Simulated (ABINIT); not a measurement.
# CuO in ABINIT: convergence with k mesh

Input of the first run (k mesh 1 × 1 × 1); the others differ in this setting and in those tied to it:

Contents of run.abi:

```
# Pseudopotentials
pp_dirpath "./"
pseudos "Cu.upf, O.upf"

# Structure
acell 2.9932678576 2.9932678576 5.18449201 Angstrom
rprim
     0.0000000000    -0.7071067812    -0.7071067812
    -0.7071067812     0.0000000000    -0.7071067812
     0.4082482905     0.4082482905    -0.8164965809
ntypat 2
znucl 29 8
natom 4
typat 1 1 2 2
xred
     0.5053520000     0.4767290000     0.4906780000
     0.0255380000     0.9673820000     0.9850540000
     0.7468690000     0.7720510000     0.7607630000
     0.2676860000     0.2706830000     0.2606420000
chkprim 0
chksymtnons 0
tolsym 1.0e-6

# Plane-wave basis
ecut 52.0

# k points
kptopt 1
ngkpt 1 1 1
nshiftk 1
shiftk 0.0 0.0 0.0

# Exchange and correlation
ixc -106131

# Bands and occupations
nband 30
occopt 4
tsmear 0.05 eV

# SCF cycle
nstep 100
tolvrs 1.0e-10

# Output
iomode 3
prtwf 0
prtden 0
prteig 0
prtebands 0
enunit 1
prtvol 2
```

Potentials or basis: PseudoDojo NC SR PBE v0.5 stringent.

Launch:

```sh
$ abinit run.abi > log 2>&1
```

The cell isn't the ideal one: atoms moved 0.2 Å in one direction.

The cell comes from a database or a generator and needn't be the stable form of this composition.

Hardware: Arm Neoverse V2 (shared host).

```tsv
k mesh	energy less the tightest run (meV/atom)	pressure (GPa)	largest force (eV/Å)	SCF cycles	CPU time (s)
1 × 1 × 1	1586.20	21.09	2.373	26	6.9
2 × 2 × 1	127.85	12.97	2.015	20	25
3 × 3 × 2	31.94	14.15	1.280	21	100
4 × 4 × 2	-13.03	13.34	1.345	22	140
4 × 4 × 3	-19.53	13.19	1.367	19	200
5 × 5 × 3	-6.31	13.55	1.287	20	300
6 × 6 × 4	9.39	13.84	1.222	20	550
8 × 8 × 4	0.00	13.50	1.374	18	870
```

Not settled before the last step: the energy (to 1 meV/atom), the pressure (to 0.1 GPa), the largest force (to 0.005 eV/Å). Meshes of other sizes hit other points, so gaps and Fermi surfaces needn't settle smoothly. The tightest run that finished is the yardstick and may itself not be fully converged.

Caveat, for the tightest run too: the potentials were made for another functional, which shifts forces and pressure; the run has no spin polarisation, though such a crystal can be magnetic; semilocal functionals often make such compounds metallic where correlation or magnetic order opens a gap, which also shifts bond lengths.
